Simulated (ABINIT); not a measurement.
Runs of ABINIT 10.8.3 (patched build) on V. The structure is cubic, space group Im-3m (No. 229). Conventional cell: a = 3.029 Å, b = 3.029 Å, c = 3.029 Å, α = 90.00°, β = 90.00°, γ = 90.00°. V (site symmetry m-3m) is surrounded by 8 V at 2.62 Å. 

```csv
task,level,potentials or basis,cell,k mesh,cutoff (eV),fine-grid cutoff,mesh quality,gap on the mesh (eV),pressure (GPa),moment (μB)
band structure,r2SCAN,PseudoDojo NC SR PBE v0.4.1 standard,as given,8 × 8 × 8,1361,-,coarse,none,-9.1,(b)
band structure,r2SCAN,SG15 NC PBE v1.2,as given,8 × 8 × 8,1143,-,coarse,none,-6.6,(a)
band structure,r2SCAN,JTH PAW PBE v2.0,as given,8 × 8 × 8,490,979.61 eV,coarse,none,-7.6,0.27
band structure,r2SCAN,Ansatz NC r2SCAN,as given,8 × 8 × 8,1497,-,coarse,none,-8.8,0.28
single point,PBEsol,PseudoDojo NC SR PBEsol v0.4.1 standard,cell strained at random at fixed volume,12 × 12 × 12,1143,-,not flagged,none,-11.9,0.00
band structure,r2SCAN,"Ansatz PAW PBE default generated set, frozen core",as given,8 × 8 × 8,490,979.61 eV,coarse,none,-8.8,0.28
```

Alike in all rows: spin collinear, ferromagnetic start; smearing fermi-dirac 0.05 eV.

Q: Fill in the values left out.

A: (a) 0.58; (b) 0.31.

Caveats: some runs use coarse meshes; the potentials were made for another functional, which shifts forces and pressure (some runs); the PAW data sets were made with another functional, which shifts forces and pressure a little (some runs); a meta-GGA on potentials with a model core is unreliable (some runs); the atomic spheres overlap (some runs).

A gap of «none» marks a metal or a gap under the smearing width.
